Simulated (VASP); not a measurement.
# Er (Fm-3m) in VASP: a series of runs

Runs on Er. Level: PBE. Tasks: single point.

All numbers are computed with VASP 6.6.1; they aren't measurements. Logs are shortened: lines on timing, memory, paths and dates and some standing lists are left out, and cuts for length are marked.

### 1 Starting point

It takes space group Fm-3m (No. 225, cubic). Conventional cell: a = 4.960 Å, b = 4.960 Å, c = 4.960 Å, α = 90.00°, β = 90.00°, γ = 90.00°. Er (site symmetry m-3m) is surrounded by 12 Er at 3.51 Å.

This isn't the form of Er at room conditions, which is hcp.

### 2 Single point, PBE, collinear spin, ferromagnetic start

File INCAR:

```
SYSTEM = Er
PREC     = Accurate       ! precision mode
ENCUT    = 300            ! plane-wave cutoff, eV
EDIFF    = 1E-6           ! SCF threshold, eV
ISMEAR   = 0              ! smearing method
SIGMA    = 0.2            ! smearing width, eV
LREAL    = .False.        ! projectors in reciprocal space
LASPH    = .True.         ! aspherical terms in the spheres
NELM     = 100            ! most SCF steps
ALGO     = Normal         ! electronic algorithm
ISIF     = 2              ! what is computed and relaxed
LWAVE    = .False.        ! write WAVECAR
LCHARG   = .False.        ! write CHGCAR
ISPIN    = 2              ! spin polarisation
MAGMOM   = 3              ! initial moments
LORBIT   = 11             ! projections on sites
LMAXMIX  = 6              ! l up to which the mixer works
GGA      = PE             ! functional
ADDGRID  = .False.
```

File KPOINTS:

```
Automatic mesh
0
Gamma
  10 10 10
  0 0 0
```

File POSCAR:

```
Er
1.0
   -0.0089250000      2.4571370000      2.4791170000
    2.4542050000     -0.0023290000      2.4725200000
    2.4870360000      2.4833720000     -0.0351600000
Er
1
Direct
   -0.0043710000     -0.0077920000     -0.0181410000
```

Potentials or basis: VASP PAW PBE potentials, release 64 (Er_3), 4f in core.

The run is started by

```bash
cat potpaw_PBE.64/Er_3/POTCAR > POTCAR
mpirun -np 1 vasp_std > vasp.out
```

OUTCAR:

```text
SYSTEM = Er
   PREC = Accurate
   ENCUT = 300
   EDIFF = 1E-6
   ISMEAR = 0
   LREAL = .False.
   LASPH = .True.
   NELM = 100
   ISIF = 2
   ISPIN = 2
   LORBIT = 11
   GGA = PE

 Found    504 irreducible k-points:

 Following reciprocal coordinates:
            Coordinates               Weight
  0.000000  0.000000  0.000000      1.000000
  0.100000  0.000000 -0.000000      2.000000
  0.200000  0.000000 -0.000000      2.000000
  0.300000  0.000000 -0.000000      2.000000
  0.400000  0.000000 -0.000000      2.000000
  0.500000  0.000000 -0.000000      1.000000
   k-points           NKPTS =    504   k-points in BZ     NKDIM =    504   number of bands    NBANDS=     10
   number of dos      NEDOS =    301   number of ions     NIONS =      1
   total plane-waves  NPLWV =   8000
   dimension x,y,z NGX =    20 NGY =   20 NGZ =   20
   dimension x,y,z NGXF=    40 NGYF=   40 NGZF=   40
   ions per type =               1
   NGX,Y,Z   is equivalent  to a cutoff of   9.53,  9.54,  9.46 a.u.
   NGXF,Y,Z  is equivalent  to a cutoff of  19.05, 19.09, 18.92 a.u.
 SYSTEM =  Er
   PREC   = accura    normal or accurate (medium, high low for compatibility)
   ISTART =      0    job   : 0-new  1-cont  2-samecut
   ICHARG =      2    charge: 1-file 2-atom 10-const
   ISPIN  =      2    spin polarized calculation?
   LNONCOLLINEAR =      F non collinear calculations
   LSORBIT =      F    spin-orbit coupling
   LASPH  =      T    aspherical Exc in radial PAW
   ENCUT  =  300.0 eV  22.05 Ry    4.70 a.u.   4.93  4.92  4.96*2*pi/ulx,y,z
   NELM   =    100;   NELMIN=  2; NELMDL= -5     # of ELM steps
   EDIFF  = 0.1E-05   stopping-criterion for ELM
   LREAL  =      F    real-space projection
   EDIFFG = 0.1E-04   stopping-criterion for IOM
   NSW    =      0    number of steps for IOM
   IBRION =     -1    ionic relax: 0-MD 1-quasi-New 2-CG
   NFREE  =      0    steps in history (QN), initial steepest desc. (CG)
   ISIF   =      2    stress and relaxation
   ISYM   =      2    0-nonsym 1-usesym 2-fastsym
   POTIM  = 0.5000    time-step for ionic-motion
   TEBEG  =    0.0;   TEEND  =   0.0 temperature during run
   PSTRESS=    0.0 pullay stress
   NELECT =       9.0000    total number of electrons
   NUPDOWN=      -1.0000    fix difference up-down
   EMIN   =  10.00;   EMAX   =-10.00  energy-range for DOS
   EFERMI =   0.00;   METHOD = LEGACY
   ISMEAR =     0;   SIGMA  =   0.20  broadening in eV -4-tet -1-fermi 0-gaus
   EFERMI_NEDOS =   21; number of points for ismear=-14 and -15
   IALGO  =     38    algorithm
   IMIX   =      4    mixing-type and parameters
     AMIX     =   0.40;   BMIX     =  1.00
     AMIX_MAG =   1.60;   BMIX_MAG =  1.00
  volume/ion in A,a.u.               =      30.50       205.83
  Fermi-wavevector in a.u.,A,eV,Ry     =   1.089904  2.059619 16.162220  1.187890
  Thomas-Fermi vector in A             =   2.226117
   LORBIT       =     11    0 simple, 1 ext, 2 COOP (PROOUT), +10 PAW based schemes
   GGA     = PE    functional components
   LHFCALC =     F    Hartree Fock is set to
   AEXX    =    0.0000 exact exchange contribution
   IVDW    =     0    specifies the selected vdW correction
   LEPSILON=     F    determine dielectric tensor
   LRPA    =     F    only Hartree local field effects (RPA)
 spin polarized calculation
 Gauss-broadening in eV      SIGMA  =   0.20
  energy-cutoff  :      300.00
  volume of cell :       30.50
 maximum number of plane-waves:       371
   NGX =  9   NGY =  9   NGZ =  9

 number of electron       9.0000002 magnetization       0.0012849

 number of electron       9.0000002 magnetization      -0.0000423

 Free energy of the ion-electron system (eV)
  ---------------------------------------------------
  ext. energy  EPLUGINS =         0.00000000
  ---------------------------------------------------
  free energy    TOTEN  =        -4.48139854 eV

  energy without entropy =       -4.45131738  energy(sigma->0) =       -4.46635796

 E-fermi :   3.0677     XC(G=0):  -9.8752

 val. band max:        3.0651518317   @ k =   0.2000   0.4000   0.4000
 cond. band min:       3.0680303611   @ k =  -0.4000  -0.2000   0.2000
 fundamental gap:      0.0028785295
 Fermi energy:         3.0677061250

 spin component 1

 k-point     1 :       0.0000    0.0000    0.0000
  band No.  band energies     occupation
      1     -21.3169      1.00000
      2     -21.3029      1.00000
      3     -21.2996      1.00000
      4      -2.4833      1.00000
      5       4.9203      0.00000
      6       5.1603      0.00000
      7       5.1868      0.00000
      8       7.3848      0.00000
      9       7.4986      0.00000
     10      12.6393      0.00000

 k-point     2 :       0.1000    0.0000   -0.0000
  band No.  band energies     occupation
      1     -21.3663      1.00000
      2     -21.3215      1.00000
      3     -21.3082      1.00000
      4      -2.2061      1.00000
      5       4.7750      0.00000
      6       5.1171      0.00000
      7       5.3224      0.00000
      8       7.2410      0.00000
      9       7.3358      0.00000
     10      13.2679      0.00000

 k-point     3 :       0.2000    0.0000   -0.0000
  band No.  band energies     occupation
      1     -21.5223      1.00000
      2     -21.3400      1.00000
      3     -21.3305      1.00000
      4      -1.4440      1.00000
      5       4.1642      0.00000
      6       5.2766      0.00000
      7       5.5235      0.00000
      8       7.1668      0.00000
      9       7.2150      0.00000
     10      13.2454      0.00000

 k-point     4 :       0.3000    0.0000   -0.0000
  band No.  band energies     occupation
      1     -21.7088      1.00000
      2     -21.3628      1.00000
      3     -21.3575      1.00000
      4      -0.4302      1.00000
      5       3.6853      0.00001
      6       5.1377      0.00000
      7       5.3718      0.00000
      8       7.6962      0.00000
      9       7.8056      0.00000
     10      12.1615      0.00000

 k-point     5 :       0.4000    0.0000   -0.0000
  band No.  band energies     occupation
      1     -21.8549      1.00000
      2     -21.3824      1.00000
      3     -21.3777      1.00000
      4       0.3943      1.00000
      5       3.6358      0.00003
      6       4.8773      0.00000
      7       5.1060      0.00000
      8       8.5859      0.00000
      9       8.7827      0.00000
     10      11.5140      0.00000

 k-point     6 :       0.5000    0.0000   -0.0000
  band No.  band energies     occupation
      1     -21.9096      1.00000
      2     -21.3904      1.00000
      3     -21.3849      1.00000
      4       0.6705      1.00000
      5       3.7783      0.00000
      6       4.7674      0.00000
      7       4.9968      0.00000
      8       9.0629      0.00000
      9       9.3085      0.00000
     10      11.3707      0.00000

 [... further k-points ...]

 spin component 2

 k-point     1 :       0.0000    0.0000    0.0000
  band No.  band energies     occupation
      1     -21.3168      1.00000
      2     -21.3029      1.00000
      3     -21.2996      1.00000
      4      -2.4834      1.00000
      5       4.9200      0.00000
      6       5.1600      0.00000
      7       5.1866      0.00000
      8       7.3847      0.00000
      9       7.4986      0.00000
     10      12.6388      0.00000

 k-point     2 :       0.1000    0.0000   -0.0000
  band No.  band energies     occupation
      1     -21.3662      1.00000
      2     -21.3215      1.00000
      3     -21.3082      1.00000
      4      -2.2061      1.00000
      5       4.7747      0.00000
      6       5.1169      0.00000
      7       5.3221      0.00000
      8       7.2410      0.00000
      9       7.3358      0.00000
     10      13.2675      0.00000

 k-point     3 :       0.2000    0.0000   -0.0000
  band No.  band energies     occupation
      1     -21.5223      1.00000
      2     -21.3400      1.00000
      3     -21.3305      1.00000
      4      -1.4440      1.00000
      5       4.1639      0.00000
      6       5.2764      0.00000
      7       5.5233      0.00000
      8       7.1668      0.00000
      9       7.2150      0.00000
     10      13.2459      0.00000

 k-point     4 :       0.3000    0.0000   -0.0000
  band No.  band energies     occupation
      1     -21.7088      1.00000
      2     -21.3627      1.00000
      3     -21.3574      1.00000
      4      -0.4302      1.00000
      5       3.6851      0.00001
      6       5.1375      0.00000
      7       5.3718      0.00000
      8       7.6961      0.00000
      9       7.8055      0.00000
     10      12.1620      0.00000

 k-point     5 :       0.4000    0.0000   -0.0000
  band No.  band energies     occupation
      1     -21.8549      1.00000
      2     -21.3824      1.00000
      3     -21.3777      1.00000
      4       0.3941      1.00000
      5       3.6359      0.00003
      6       4.8772      0.00000
      7       5.1060      0.00000
      8       8.5858      0.00000
      9       8.7826      0.00000
     10      11.5143      0.00000

 k-point     6 :       0.5000    0.0000   -0.0000
  band No.  band energies     occupation
      1     -21.9095      1.00000
      2     -21.3904      1.00000
      3     -21.3849      1.00000
      4       0.6702      1.00000
      5       3.7786      0.00000
      6       4.7673      0.00000
      7       4.9968      0.00000
      8       9.0629      0.00000
      9       9.3084      0.00000
     10      11.3701      0.00000

 [... further k-points ...]
[... 5 lines left out ...]
  --------------------------------------------------------------------------------------
  -------------------------------------------------------------------------------------
  Total        0.0128569      0.0202499     -0.0321027     -0.0619338      0.0724989      0.1054769
  in kB        0.6753725      1.0637274     -1.6863564     -3.2533868      3.8083696      5.5407062
  external PRESSURE =       0.0175812 kB  Pullay stress =       0.0000000 kB

 VOLUME and BASIS-vectors are now :
 -----------------------------------------------------------------------------
  energy-cutoff  :      300.00
  volume of cell :       30.50
      direct lattice vectors                 reciprocal lattice vectors
    -0.008925000  2.457137000  2.479117000    -0.201313527  0.204442392  0.200014888
     2.454205000 -0.002329000  2.472520000     0.204685885 -0.202140878  0.201085569
     2.487036000  2.483372000 -0.035160000     0.199378760  0.200206110 -0.197713292

 POSITION                                       TOTAL-FORCE (eV/Angst)
 -----------------------------------------------------------------------------------
      4.86811      4.88241      4.88701         0.000000      0.000000     -0.000000
 -----------------------------------------------------------------------------------
    total drift:                                0.000005      0.000006     -0.000008

  FREE ENERGIE OF THE ION-ELECTRON SYSTEM (eV)
  ---------------------------------------------------
  free  energy   TOTEN  =        -4.4813985444 eV

  energy  without entropy=       -4.4513173766  energy(sigma->0) =       -4.46635796

 total charge

# of ion       s       p       d       tot
------------------------------------------
    1        0.514   6.503   1.104   8.121

 magnetization (x)

# of ion       s       p       d       tot
------------------------------------------
    1       -0.000   0.000  -0.000  -0.000
```

Run time: 59 s. Hardware: 1 thread of Intel Xeon 6975P-C (Granite Rapids), shared host; peak memory 0.22 GiB.

The run converged, but some of its settings lie outside the range that counts as converged, so its numbers aren't taken as properties of the crystal.

What came out:

| Property | Result |
| --- | --- |
| Free energy | -4.4814 eV |
| Pressure | 0.0 GPa |
| Band gap on the k mesh | none (metal or under the smearing width) |
| Net moment | 0.00 μB per cell |
| Valence electrons inside the program's atomic spheres | Er 8.12 |

Caveat: the magnetic or orbital state may not be the lowest; spin-orbit coupling is left out, which moves the levels of the heavy elements; the 4f electrons are frozen in the core as for a trivalent ion, so they carry no moment and show no levels.

### 3 Single point, PBE, collinear spin, ferromagnetic start

Edit INCAR of step 2 so:

```diff
@@ -2,3 +2,3 @@
 PREC     = Accurate       ! precision mode
-ENCUT    = 300            ! plane-wave cutoff, eV
+ENCUT    = 900            ! plane-wave cutoff, eV
 EDIFF    = 1E-6           ! SCF threshold, eV
```

File KPOINTS:

```
Automatic mesh
0
Gamma
  6 6 6
  0 0 0
```

File POSCAR:

```
Er
1.0
    0.0000000000      2.4798434248      2.4798434248
    2.4798434248      0.0000000000      2.4798434248
    2.4798434248      2.4798434248      0.0000000000
Er
1
Direct
    0.0000000000      0.0000000000      0.0000000000
```

Potentials or basis: VASP PAW PBE potentials, release 64 (Er_3), 4f in core.

The run is started by

```bash
cat potpaw_PBE.64/Er_3/POTCAR > POTCAR
mpirun -np 1 vasp_std > vasp.out
```

It took 15 s on 1 thread of Intel Xeon 6975P-C (Granite Rapids), shared host; peak memory 0.24 GiB.

The run converged, but some of its settings lie outside the range that counts as converged, so its numbers aren't taken as properties of the crystal.

What came out:

* Free energy: -4.4965 eV
* Pressure: 0.1 GPa
* Band gap on the k mesh: none (metal or under the smearing width)
* Net moment: 0.00 μB per cell
* Valence electrons inside the program's atomic spheres: Er 8.12

Caveat: the k mesh is coarse (spacing up to 0.37 Å⁻¹), so the values aren't converged; the magnetic or orbital state may not be the lowest; spin-orbit coupling is left out, which moves the levels of the heavy elements; the 4f electrons are frozen in the core as for a trivalent ion, so they carry no moment and show no levels.
